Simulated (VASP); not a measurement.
CdTe in VASP 6.6.1, single-point calculation

INCAR

```
IBRION = -1
NELM = 50
GGA = PE
PREC = Accurate
LCHARG = .FALSE.
LDAUU = 3.0 0
NBANDS = 16
NSW = 0
LASPH = .TRUE.
LWAVE = .FALSE.
LDAUTYPE = 2
EDIFF = 1E-7
LMAXMIX = 4
BMIX = 3
ISIF = 2
ISMEAR = 0
ENCUT = 520
LDAUL = 2 -1
LDAU = .TRUE.
LREAL = .FALSE.
LDAUJ = 0 0
SIGMA = 0.005
```

KPOINTS

```
KPOINTS created by Atomic Simulation Environment
0
Gamma
6 6 6
0 0 0
```

POSCAR

```
Cd Te
 1.0000000000000000
     0.0000000000000000    3.1487569115000000    3.1487569115000000
     3.1487569115000000    0.0000000000000000    3.1487569115000000
     3.1487569115000000    3.1487569115000000    0.0000000000000000
 Cd  Te
   1   1
Cartesian
  0.0000000000000000  0.0000000000000000  0.0000000000000000
  1.5743784557500000  1.5743784557500000  1.5743784557500000
```

The recommended PBE PAW datasets give the neutral cell 18 valence electrons.

Command

```
mpirun -np 1 vasp_std
```

OSZICAR

```
N       E                     dE             d eps       ncg     rms          rms(c)
DAV:   1     0.104291515264E+03    0.10429E+03   -0.85721E+03   520   0.993E+02
DAV:   2    -0.528555686687E+00   -0.10482E+03   -0.10001E+03   640   0.238E+02
DAV:   3    -0.422418737908E+01   -0.36956E+01   -0.36925E+01   616   0.493E+01
DAV:   4    -0.425534974179E+01   -0.31162E-01   -0.31161E-01   776   0.398E+00
DAV:   5    -0.425549714564E+01   -0.14740E-03   -0.14740E-03   648   0.213E-01    0.766E+00
DAV:   6    -0.415029661589E+01    0.10520E+00   -0.82345E-02   640   0.378E+00    0.511E+00
DAV:   7    -0.406838108115E+01    0.81916E-01   -0.21450E-01   592   0.533E+00    0.790E-01
DAV:   8    -0.406053924255E+01    0.78418E-02   -0.48669E-02   528   0.226E+00    0.972E-01
DAV:   9    -0.406067013238E+01   -0.13089E-03   -0.48260E-04   744   0.178E-01    0.749E-01
DAV:  10    -0.406017714740E+01    0.49298E-03   -0.57548E-03   528   0.681E-01    0.700E-01
DAV:  11    -0.406038220381E+01   -0.20506E-03   -0.11425E-03   616   0.241E-01    0.423E-01
DAV:  12    -0.406110946070E+01   -0.72726E-03   -0.61351E-04   536   0.136E-01    0.390E-01
DAV:  13    -0.406131092096E+01   -0.20146E-03   -0.21373E-04   640   0.773E-02    0.359E-01
DAV:  14    -0.406137200007E+01   -0.61079E-04   -0.10369E-04   584   0.708E-02    0.920E-02
DAV:  15    -0.406137265218E+01   -0.65211E-06   -0.86385E-06   656   0.300E-02    0.516E-02
DAV:  16    -0.406137916085E+01   -0.65087E-05   -0.89358E-06   640   0.208E-02    0.259E-02
DAV:  17    -0.406137945910E+01   -0.29826E-06   -0.20892E-07   608   0.591E-03    0.944E-03
DAV:  18    -0.406137986666E+01   -0.40756E-06   -0.33419E-07   600   0.533E-03    0.558E-03
DAV:  19    -0.406138016418E+01   -0.29752E-06   -0.90846E-08   528   0.208E-03    0.595E-03
DAV:  20    -0.406138004992E+01    0.11426E-06   -0.67048E-08   480   0.177E-03    0.169E-03
DAV:  21    -0.406138003562E+01    0.14299E-07   -0.43227E-09   296   0.439E-04
   1 F= -.40613800E+01 E0= -.40613800E+01  d E =-.168824E-13
```

From OUTCAR

```
k-points           NKPTS =     16   k-points in BZ     NKDIM =     16   number of bands    NBANDS=     16

   NELECT =      18.0000    total number of electrons

   dimension x,y,z NGX =    36 NGY =   36 NGZ =   36
   dimension x,y,z NGXF=    72 NGYF=   72 NGZF=   72

  energy-cutoff  :      520.00
  volume of cell :       62.44
      direct lattice vectors                 reciprocal lattice vectors
     0.000000000  3.148756912  3.148756912    -0.158792823  0.158792823  0.158792823
     3.148756912  0.000000000  3.148756912     0.158792823 -0.158792823  0.158792823
     3.148756912  3.148756912  0.000000000     0.158792823  0.158792823 -0.158792823

 k-points in reciprocal lattice and weights: KPOINTS created by Atomic Simulation Env
   0.00000000  0.00000000  0.00000000       0.005
   0.16666667  0.00000000  0.00000000       0.037
   0.33333333  0.00000000  0.00000000       0.037
   0.50000000  0.00000000  0.00000000       0.019
   0.16666667  0.16666667  0.00000000       0.028
   0.33333333  0.16666667  0.00000000       0.111
   0.50000000  0.16666667  0.00000000       0.111
  -0.33333333  0.16666667  0.00000000       0.111
   ...

 E-fermi :   3.0926

 k-point     1 :       0.0000    0.0000    0.0000
  band No.  band energies     occupation
      1      -8.5127      2.00000
      2      -6.6545      2.00000
      3      -6.6545      2.00000
      4      -6.6545      2.00000
      5      -6.3588      2.00000
      6      -6.3588      2.00000
      7       3.0694      2.00000
      8       3.0694      2.00000
      9       3.0694      2.00000
     10       4.2590      0.00000
     11       7.7446      0.00000
     12       7.7446      0.00000
     13       7.7447      0.00000
     14      10.7534      0.00000
     15      12.5119      0.00000
     16      12.5119      0.00000

 k-point     2 :       0.1667    0.0000    0.0000
  band No.  band energies     occupation
      1      -8.4361      2.00000
      2      -6.6348      2.00000
      3      -6.6348      2.00000
      4      -6.5184      2.00000
      5      -6.3604      2.00000
      6      -6.3604      2.00000
      7       1.2553      2.00000
      8       2.8134      2.00000
      9       2.8134      2.00000
     10       5.2763      0.00000
     11       7.9505      0.00000
     12       8.1125      0.00000
     13       8.1125      0.00000
     14      11.5529      0.00000
     15      11.5529      0.00000
     16      11.6960      0.00000

 k-point     3 :       0.3333    0.0000    0.0000
  band No.  band energies     occupation
      1      -8.3123      2.00000
      2      -6.6002      2.00000
      3      -6.6002      2.00000
      4      -6.3578      2.00000
      5      -6.3578      2.00000
      6      -6.0855      2.00000
      7      -0.7961      2.00000
      8       2.3922      2.00000
      9       2.3922      2.00000
     10       5.2318      0.00000
     11       8.3603      0.00000
     12       8.3603      0.00000
     13       9.6610      0.00000
     14      11.2437      0.00000
     15      12.0529      0.00000
     16      12.0529      0.00000

 ...

  Total        2.9438042      2.9438042      2.9438042     -0.0000000      0.0000000     -0.0000000
  in kB       75.5391528     75.5391528     75.5391528     -0.0000000      0.0000000     -0.0000000
  external PRESSURE =      75.5391528 kB  Pullay stress =       0.0000000 kB

 POSITION                                       TOTAL-FORCE (eV/Angst)
 -----------------------------------------------------------------------------------
      0.00000      0.00000      0.00000         0.000000      0.000000      0.000000
      1.57438      1.57438      1.57438        -0.000000     -0.000000     -0.000000
 -----------------------------------------------------------------------------------
    total drift:                               -0.000000     -0.000000     -0.000000

  FREE ENERGIE OF THE ION-ELECTRON SYSTEM (eV)
  ---------------------------------------------------
  free  energy   TOTEN  =        -4.0613800356 eV

  energy  without entropy=       -4.0613800356  energy(sigma->0) =       -4.06138004
```

It converged. Results: gap between bands v and c on the k mesh 1.19 eV; least direct gap on the k mesh 1.19 eV; pressure 7.6 GPa. Band v is the last that the valence electrons fill when counted band by band, and c is the next.

For comparison, a separate PBE run of the intended cell, on usual settings and not on those above, gives a gap of 1.04 eV on its mesh and a pressure of 7.7 GPa.

The run above took about 39 s on one core of a shared host (Intel Xeon Platinum 8488C) and held 0.2 GiB at most.
